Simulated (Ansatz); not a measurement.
**PbO: single points about a listed cell**

Aim: see how energy, forces, stress and gap of PbO answer to random distortions, further strains and shifts, distortions that keep the symmetry, other functionals. Nothing is relaxed unless a step says so.

Program: Ansatz 0.2.0. Level of theory: DFT PBE, scalar-relativistic, plane waves, PAW, unless a step's input says otherwise. These are calculated values, not measurements.

1 further run of the same task is left out (set aside as unsound or not needed).

## Step 1: The structure to begin with

The structure is tetragonal, space group P4/nmm (No. 129). The conventional cell has a = 3.974 Å, b = 3.974 Å, c = 5.022 Å, α = 90.00°, β = 90.00°, γ = 90.00°. Pb (site symmetry 4mm) has 4 O at 2.31 Å as nearest neighbours. Around O (site symmetry -4m2) lie 4 Pb at 2.31 Å.

Structure file:

```xyz
4
Lattice="3.9744 0.0000 0.0000 0.0000 3.9744 0.0000 0.0000 0.0000 5.0220" Properties=species:S:1:pos:R:3 pbc="T T T"
Pb    0.0000    1.9872    1.1807
Pb    1.9872    0.0000    3.8413
O     0.0000    0.0000    0.0000
O     1.9872    1.9872    0.0000
```

The structure comes from the Crystallography Open Database.

## Step 2: Random moves and strain, cell strained

The change: strain xx, yy, zz, yz, xz, xy = -1.3, -4.9, -2.9, +2.9, -0.6, -3.0 %; atoms moved by 0.25 Å root mean square, at most 0.27 Å.

Contents of input.yaml:

```yaml
crystal:
  lattice:
    - [3.923050752, -0.119232, -0.02404512]
    - [-0.119232, 3.779972352, 0.117006336]
    - [-0.0303831, 0.14784768, 4.87455408]
  atoms:
    - { symbol: Pb, position: [-0.0522493961, 0.4932518116, 0.2434114297] }
    - { symbol: Pb, position: [0.4570274758, -0.0123062601, 0.8047128236] }
    - { symbol: O, position: [0.0362771739, 0.0374924517, -0.0269932298] }
    - { symbol: O, position: [0.5589447464, 0.4815619968, -0.0211310235] }
basis:
  ecutwfc: 420
kpoints:
  mp_grid: { grid: [8, 8, 6] }
hamiltonian:
  xc: pbe
scf:
  occupations: { method: gaussian, width: 0.02 }
output:
  forces: true
  stress: true
  eigenvalues: true
```

## Step 3: A random distortion, cell strained

Contents of input.yaml:

```yaml
crystal:
  lattice:
    - [3.927144384, -0.01132704, -0.004292352]
    - [-0.01132704, 4.054325184, -0.072572544]
    - [-0.00542376, -0.09170172, 4.98237642]
  atoms:
    - { symbol: Pb, position: [0.0012580515, 0.5026217794, 0.2323779769] }
    - { symbol: Pb, position: [0.5042270531, 0.0047931763, 0.7623472322] }
    - { symbol: O, position: [-0.0007447665, -0.0088264895, 0.0057646356] }
    - { symbol: O, position: [0.4952596618, 0.5014115338, -0.0004898447] }
basis:
  ecutwfc: 420
kpoints:
  mp_grid: { grid: [8, 8, 6] }
hamiltonian:
  xc: pbe
scf:
  occupations: { method: gaussian, width: 0.02 }
output:
  forces: true
  stress: true
  eigenvalues: true
```

## Step 4: Random moves and strain, cell strained

Contents of input.yaml:

```yaml
crystal:
  lattice:
    - [4.145855616, -0.02464128, 0.036127296]
    - [-0.02464128, 4.155513408, -0.039744]
    - [0.04564998, -0.05022, 5.22418572]
  atoms:
    - { symbol: Pb, position: [-0.0022091385, 0.4965630032, 0.241051812] }
    - { symbol: Pb, position: [0.49584843, -0.0049894324, 0.7595236559] }
    - { symbol: O, position: [0.0020707528, 0.0038269928, 0.0012544803] }
    - { symbol: O, position: [0.5042899557, 0.5045994364, -0.0018299482] }
basis:
  ecutwfc: 420
kpoints:
  mp_grid: { grid: [8, 8, 6] }
hamiltonian:
  xc: pbe
scf:
  occupations: { method: gaussian, width: 0.02 }
output:
  forces: true
  stress: true
  eigenvalues: true
```

## Step 5: A distortion of lower symmetry

Contents of input.yaml:

```yaml
crystal:
  lattice:
    - [4.038069888, -0.085529088, -0.119867904]
    - [-0.085529088, 4.038069888, 0.119867904]
    - [-0.15146352, 0.15146352, 5.55443244]
  atoms:
    - { symbol: Pb, position: [-0.0117856749, 0.5090354177, 0.2401319241] }
    - { symbol: Pb, position: [0.5090354177, -0.0117856749, 0.7598680759] }
    - { symbol: O, position: [-0.008398951, -0.008398951, 0.0] }
    - { symbol: O, position: [0.5111492082, 0.5111492082, 0.0] }
basis:
  ecutwfc: 420
kpoints:
  mp_grid: { grid: [8, 8, 6] }
hamiltonian:
  xc: pbe
scf:
  occupations: { method: gaussian, width: 0.02 }
output:
  forces: true
  stress: true
  eigenvalues: true
```

## Step 6: A change within the space group

Contents of input.yaml:

```yaml
crystal:
  lattice:
    - [3.924878976, 0.0, 0.0]
    - [0.0, 3.924878976, 0.0]
    - [0.0, 0.0, 5.41140588]
  atoms:
    - { symbol: Pb, position: [0.0, 0.5, 0.2632603656] }
    - { symbol: Pb, position: [0.5, 0.0, 0.7367396344] }
    - { symbol: O, position: [0.0, 0.0, 0.0] }
    - { symbol: O, position: [0.5, 0.5, 0.0] }
basis:
  ecutwfc: 420
kpoints:
  mp_grid: { grid: [8, 8, 6] }
hamiltonian:
  xc: pbe
scf:
  occupations: { method: gaussian, width: 0.02 }
output:
  forces: true
  stress: true
  eigenvalues: true
```

## Step 7: Functional and cell changed: r2SCAN

Contents of input.yaml:

```yaml
crystal:
  lattice:
    - [4.125109248, 0.0, 0.0]
    - [0.0, 4.125109248, 0.0]
    - [0.0, 0.0, 5.21243424]
  atoms:
    - { symbol: Pb, position: [0.0, 0.5, 0.2351] }
    - { symbol: Pb, position: [0.5, 0.0, 0.7649] }
    - { symbol: O, position: [0.0, 0.0, 0.0] }
    - { symbol: O, position: [0.5, 0.5, 0.0] }
basis:
  ecutwfc: 500
kpoints:
  mp_grid: { grid: [8, 8, 6] }
hamiltonian:
  xc: r2scan
scf:
  occupations: { method: gaussian, width: 0.02 }
output:
  forces: true
  stress: true
  eigenvalues: true
```

## Step 8: A distortion that keeps the symmetry

Contents of input.yaml:

```yaml
crystal:
  lattice:
    - [3.888990144, 0.0, 0.0]
    - [0.0, 3.888990144, 0.0]
    - [0.0, 0.0, 5.06473722]
  atoms:
    - { symbol: Pb, position: [0.0, 0.5, 0.2069396344] }
    - { symbol: Pb, position: [0.5, 0.0, 0.7930603656] }
    - { symbol: O, position: [0.0, 0.0, 0.0] }
    - { symbol: O, position: [0.5, 0.5, 0.0] }
basis:
  ecutwfc: 420
kpoints:
  mp_grid: { grid: [8, 8, 6] }
hamiltonian:
  xc: pbe
scf:
  occupations: { method: gaussian, width: 0.02 }
output:
  forces: true
  stress: true
  eigenvalues: true
```

## Step 9: A distortion of lower symmetry

Contents of input.yaml:

```yaml
crystal:
  lattice:
    - [4.077774144, -0.079488, -0.071777664]
    - [-0.079488, 4.077774144, -0.071777664]
    - [-0.09069732, -0.09069732, 5.0880393]
  atoms:
    - { symbol: Pb, position: [-0.0045901447, 0.4981077468, 0.2423220268] }
    - { symbol: Pb, position: [0.5018922532, 0.0045901447, 0.7576779732] }
    - { symbol: O, position: [0.002441405, -0.002441405, 0.0] }
    - { symbol: O, position: [0.5002564864, 0.4997435136, 0.0] }
basis:
  ecutwfc: 420
kpoints:
  mp_grid: { grid: [8, 8, 6] }
hamiltonian:
  xc: pbe
scf:
  occupations: { method: gaussian, width: 0.02 }
output:
  forces: true
  stress: true
  eigenvalues: true
```

Q: Predict the outcome of this session. Wanted: for each run, case; energy; pressure; largest force.

As calculated:

| step | case | energy (meV/atom) | pressure (GPa) | largest force (eV/Å) | gap on the mesh (eV) |
| --- | --- | --- | --- | --- | --- |
| 2 | random moves and strain, cell strained | +0.0 | 31.6 | 8.84 | 1.31 |
| 3 | a random distortion, cell strained | -641.8 | 4.9 | 0.76 | 1.26 |
| 4 | random moves and strain, cell strained | -625.1 | -5.2 | 1.40 | 1.28 |
| 5 | a distortion of lower symmetry | -571.8 | -3.5 | 1.66 | 1.09 |
| 6 | a change within the space group | -509.1 | -5.0 | 2.88 | 0.40 |
| 7 | functional and cell changed: r2SCAN | n/a | -6.4 | 1.27 | 1.70 |
| 8 | a distortion that keeps the symmetry | -452.7 | 19.4 | 3.72 | 1.40 |
| 9 | a distortion of lower symmetry | -641.8 | -1.8 | 0.84 | 1.18 |

Energies are counted from step 2, with the smearing taken to zero. Other atoms or functionals have another zero of energy (n/a). 

What this shows: Among the distorted cells of the listed formula and level the largest force, 8.84 eV/Å, acts on Pb2 in step 2. Among the distorted cells of the listed formula and level the gap runs from 0.40 eV to 1.40 eV. Spin-orbit coupling is left out, which matters for the bands of Pb.

The gaps are Kohn-Sham values of a semilocal functional, not quasiparticle or optical gaps. Such gaps usually fall short of the measured ones; spin-orbit coupling, left out here, narrows gaps with Pb, so the two errors partly cancel.
